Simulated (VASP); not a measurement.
# Si (Fd-3m) in VASP: notebook

Runs on Si. Level: PBE. Tasks: single point.

Program: VASP 6.6.1. These are calculated values, not measurements. Logs are shortened: lines on timing, memory, paths and dates and some standing lists are left out, and cuts for length are marked.

## (1) Starting point

The structure is cubic, space group Fd-3m (No. 227). Conventional cell: a = 5.470 Å, b = 5.470 Å, c = 5.470 Å, α = 90.00°, β = 90.00°, γ = 90.00°. Si (site symmetry -43m) is surrounded by 4 Si at 2.37 Å.

## (2) Single point, PBE

Contents of INCAR:

```
PREC = Accurate
ENCUT = 520
EDIFF = 1E-6
ISMEAR = 0
SIGMA = 0.02
LREAL = False
LASPH = True
NELM = 100
ALGO = Fast
ISIF = 2
LWAVE = False
LCHARG = True
GGA = PE
LELF = True
LVHAR = True
NBANDS = 11
```

Contents of KPOINTS:

```
Automatic mesh
0
Gamma
  8 8 8
```

Contents of POSCAR:

```
Si
1.0
    0.0000000000      2.7350468318      2.7350468318
    2.7350468318      0.0000000000      2.7350468318
    2.7350468318      2.7350468318      0.0000000000
Si
2
Direct
    0.0000000000      0.0000000000      0.0000000000
    0.2500000000      0.2500000000      0.2500000000
```

Potentials or basis: VASP PAW PBE potentials, release 64 (Si).

Command:

```
$ cat potpaw_PBE.64/Si/POTCAR > POTCAR
$ mpirun -np 1 vasp_std > vasp.out
```

OUTCAR:

```text
PREC = Accurate
   ENCUT = 520
   EDIFF = 1E-6
   ISMEAR = 0
   LREAL = False
   LASPH = True
   NELM = 100
   ISIF = 2
   GGA = PE

 ion  position               nearest neighbor table
   1  0.000  0.000  0.000-   2 2.37   2 2.37   2 2.37   2 2.37
   2  0.250  0.250  0.250-   1 2.37   1 2.37   1 2.37   1 2.37

  LATTYP: Found a face centered cubic cell.
 ALAT       =     5.4700936636

  Lattice vectors:

 A1 = (   0.0000000000,   2.7350468318,   2.7350468318)
 A2 = (   2.7350468318,   0.0000000000,   2.7350468318)
 A3 = (   2.7350468318,   2.7350468318,   0.0000000000)

Analysis of symmetry for initial positions (statically):
=====================================================================
 Subroutine PRICEL returns:
 Original cell was already a primitive cell.

 Routine SETGRP: Setting up the symmetry group for a
 face centered cubic supercell.

 Subroutine GETGRP returns: Found 48 space group operations
 (whereof 24 operations were pure point group operations)
 out of a pool of 48 trial point group operations.

The static configuration has the point symmetry T_d .
 The point group associated with its full space group is O_h .

Analysis of symmetry for dynamics (positions and initial velocities):
=====================================================================
 Subroutine PRICEL returns:
 Original cell was already a primitive cell.

 Routine SETGRP: Setting up the symmetry group for a
 face centered cubic supercell.

 Subroutine GETGRP returns: Found 48 space group operations
 (whereof 24 operations were pure point group operations)
 out of a pool of 48 trial point group operations.

The dynamic configuration has the point symmetry T_d .
 The point group associated with its full space group is O_h .

 Subroutine INISYM returns: Found 48 space group operations
 (whereof 24 operations are pure point group operations),
 and found     1 'primitive' translations

----------------------------------------------------------------------------------------

                                     Primitive cell

  volume of cell :      40.9189

  direct lattice vectors                    reciprocal lattice vectors
     0.000000000  2.735046832  2.735046832    -0.182812226  0.182812226  0.182812226
     2.735046832  0.000000000  2.735046832     0.182812226 -0.182812226  0.182812226
     2.735046832  2.735046832  0.000000000     0.182812226  0.182812226 -0.182812226

  length of vectors
     3.867940323  3.867940323  3.867940323     0.316640064  0.316640064  0.316640064

  position of ions in fractional coordinates (direct lattice)
[... 91 lines left out ...]
   NUPDOWN=      -1.0000    fix difference up-down
   EMIN   =  10.00;   EMAX   =-10.00  energy-range for DOS
   EFERMI =   0.00;   METHOD = LEGACY
   ISMEAR =     0;   SIGMA  =   0.02  broadening in eV -4-tet -1-fermi 0-gaus
   EFERMI_NEDOS =   21; number of points for ismear=-14 and -15
   IALGO  =     68    algorithm
   IMIX   =      4    mixing-type and parameters
     AMIX     =   0.40;   BMIX     =  1.00
     AMIX_MAG =   1.60;   BMIX_MAG =  1.00
  volume/ion in A,a.u.               =      20.46       138.07
  Fermi-wavevector in a.u.,A,eV,Ry     =   0.950160  1.795542 12.283394  0.902804
  Thomas-Fermi vector in A             =   2.078511
   LORBIT       =      0    0 simple, 1 ext, 2 COOP (PROOUT), +10 PAW based schemes
   GGA     = PE    functional components
   LHFCALC =     F    Hartree Fock is set to
   AEXX    =    0.0000 exact exchange contribution
   IVDW    =     0    specifies the selected vdW correction
   LEPSILON=     F    determine dielectric tensor
   LRPA    =     F    only Hartree local field effects (RPA)
 non-spin polarized calculation
 RMM-DIIS sequential band-by-band and
 Gauss-broadening in eV      SIGMA  =   0.02
  energy-cutoff  :      520.00
  volume of cell :       40.92
 maximum number of plane-waves:      1124
 NGX is ok and might be reduce to    30
   NGX = 15   NGY = 15   NGZ = 15

 number of electron       8.0000001 magnetization

 Free energy of the ion-electron system (eV)
  ---------------------------------------------------
  ext. energy  EPLUGINS =         0.00000000
  ---------------------------------------------------
  free energy    TOTEN  =       -10.84608198 eV

  energy without entropy =      -10.84608198  energy(sigma->0) =      -10.84608198

 E-fermi :   5.7219     XC(G=0):  -9.3234

 val. band max:        5.6104069065   @ k =   0.0000   0.0000   0.0000
 cond. band min:       6.2613934491   @ k =   0.3750   0.3750   0.0000
 fundamental gap:      0.6509865426
 Fermi energy:         5.7219211641

 k-point     1 :       0.0000    0.0000    0.0000
  band No.  band energies     occupation
      1      -6.1995      2.00000
      2       5.6104      2.00000
      3       5.6104      2.00000
      4       5.6104      2.00000
      5       8.1663      0.00000
      6       8.1663      0.00000
      7       8.1663      0.00000
      8       8.7358      0.00000
      9      13.3183      0.00000
     10      13.3183      0.00000
     11      13.4846      0.00000
[... 309 lines left out ...]
 k-point    24 :      -0.3750    0.2500    0.1250
  band No.  band energies     occupation
      1      -3.3930      2.00000
      2      -1.0945      2.00000
      3       2.2248      2.00000
      4       3.5012      2.00000
      5       8.6323      0.00000
      6       8.7567      0.00000
      7      11.4549      0.00000
      8      12.6747      0.00000
      9      12.9144      0.00000
     10      16.1156      0.00000
     11      17.1588      0.00000

 [... further k-points ...]

------------------------ aborting loop because EDIFF is reached ----------------------------------------

  FORCE on cell =-STRESS in cart. coord.  units (eV):
  Direction    XX          YY          ZZ          XY          YZ          ZX
  --------------------------------------------------------------------------------------
  -------------------------------------------------------------------------------------
  Total       -0.0183860     -0.0183860     -0.0183860      0.0000000     -0.0000000      0.0000000
  in kB       -0.7199027     -0.7199027     -0.7199027      0.0000000     -0.0000000      0.0000000
  external PRESSURE =      -0.7199027 kB  Pullay stress =       0.0000000 kB

 VOLUME and BASIS-vectors are now :
 -----------------------------------------------------------------------------
  energy-cutoff  :      520.00
  volume of cell :       40.92
      direct lattice vectors                 reciprocal lattice vectors
     0.000000000  2.735046832  2.735046832    -0.182812226  0.182812226  0.182812226
     2.735046832  0.000000000  2.735046832     0.182812226 -0.182812226  0.182812226
     2.735046832  2.735046832  0.000000000     0.182812226  0.182812226 -0.182812226

 POSITION                                       TOTAL-FORCE (eV/Angst)
 -----------------------------------------------------------------------------------
      0.00000      0.00000      0.00000         0.000000     -0.000000      0.000000
      1.36752      1.36752      1.36752        -0.000000      0.000000     -0.000000
 -----------------------------------------------------------------------------------
    total drift:                               -0.000000     -0.000000     -0.000000

  FREE ENERGIE OF THE ION-ELECTRON SYSTEM (eV)
  ---------------------------------------------------
  free  energy   TOTEN  =       -10.8460819792 eV

  energy  without entropy=      -10.8460819792  energy(sigma->0) =      -10.84608198
```

OSZICAR:

```text
N       E                     dE             d eps       ncg     rms          rms(c)
DAV:   1     0.578043805348E+01    0.57804E+01   -0.31237E+03   638   0.558E+02
DAV:   2    -0.104749656088E+02   -0.16255E+02   -0.15495E+02   829   0.827E+01
DAV:   3    -0.110105201015E+02   -0.53555E+00   -0.53431E+00   800   0.127E+01
DAV:   4    -0.110144693406E+02   -0.39492E-02   -0.39489E-02   752   0.139E+00
DAV:   5    -0.110145060330E+02   -0.36692E-04   -0.36692E-04   823   0.125E-01    0.475E+00
RMM:   6    -0.108983401303E+02    0.11617E+00   -0.36794E-02   644   0.911E-01    0.288E+00
RMM:   7    -0.108443982053E+02    0.53942E-01   -0.83558E-02   690   0.149E+00    0.180E-01
RMM:   8    -0.108458575922E+02   -0.14594E-02   -0.46675E-03   680   0.448E-01    0.725E-02
RMM:   9    -0.108460288335E+02   -0.17124E-03   -0.65963E-04   727   0.168E-01    0.767E-02
RMM:  10    -0.108460789653E+02   -0.50132E-04   -0.12870E-04   708   0.788E-02    0.107E-02
RMM:  11    -0.108460814488E+02   -0.24835E-05   -0.28151E-05   746   0.389E-02    0.138E-02
RMM:  12    -0.108460819792E+02   -0.53044E-06   -0.48364E-06   695   0.169E-02
   1 F= -.10846082E+02 E0= -.10846082E+02  d E =-.208308E-17
```

Wall time 9.3 s (1 thread of Intel Xeon Platinum 8488C (Sapphire Rapids), shared host); peak memory 0.15 GiB.

What came out:

```
Free energy            : -10.8461 eV
Pressure               : -0.1 GPa
Band gap on the k mesh : 0.65 eV, indirect (least direct gap 2.56 eV)
```

A k mesh can miss the band edges.

## (3) Single point, PBE

This run uses another cell than the first one, of 20.16 Å³/atom, 0.986 times its volume.

Contents of INCAR:

```
PREC = Accurate
ENCUT = 520
EDIFF = 1E-6
ISMEAR = 0
SIGMA = 0.1
LREAL = F
LASPH = T
NELM = 100
ALGO = Normal
ISIF = 2
LWAVE = F
LCHARG = F
GGA = PE
NBANDS = 11
```

Contents of KPOINTS:

```
Automatic mesh
0
Gamma
  6 6 6
```

Contents of POSCAR:

```
Si
1.0
    0.0000000000      2.7218511900      2.7218511900
    2.7218511900      0.0000000000      2.7218511900
    2.7218511900      2.7218511900      0.0000000000
Si
2
Direct
    0.0000000000      0.0000000000      0.0000000000
    0.2500000000      0.2500000000      0.2500000000
```

Potentials or basis: VASP PAW PBE potentials, release 64 (Si).

Command:

```
$ cat potpaw_PBE.64/Si/POTCAR > POTCAR
$ mpirun -np 1 vasp_std > vasp.out
```

Wall time 5 s (1 thread of Intel Xeon Platinum 8488C (Sapphire Rapids), shared host); peak memory 0.15 GiB.

The run converged. Its results:

```yaml
Free_energy: -10.8239 eV
Pressure: 1.3 GPa
Band_gap_on_the_k_mesh: 0.72 eV, indirect (least direct gap 2.56 eV)
```

Levels at points of the mesh, in eV from the valence-band top:
| k point | band 2 | band 3 | band 4 | band 5 | band 6 | band 7 |
| --- | --- | --- | --- | --- | --- | --- |
| (0.00, 0.00, 0.00) | 0.00 | 0.00 | 0.00 | 2.56 | 2.56 | 2.56 |
| (0.50, 0.00, 0.00) | -6.93 | -1.19 | -1.19 | 1.51 | 3.34 | 3.34 |
| (0.50, 0.50, 0.00) | -7.79 | -2.83 | -2.83 | 0.72 | 0.72 | 10.05 |

A k mesh can miss the band edges. Expect the measured gap to be larger: semilocal functionals such as PBE lack the derivative discontinuity.
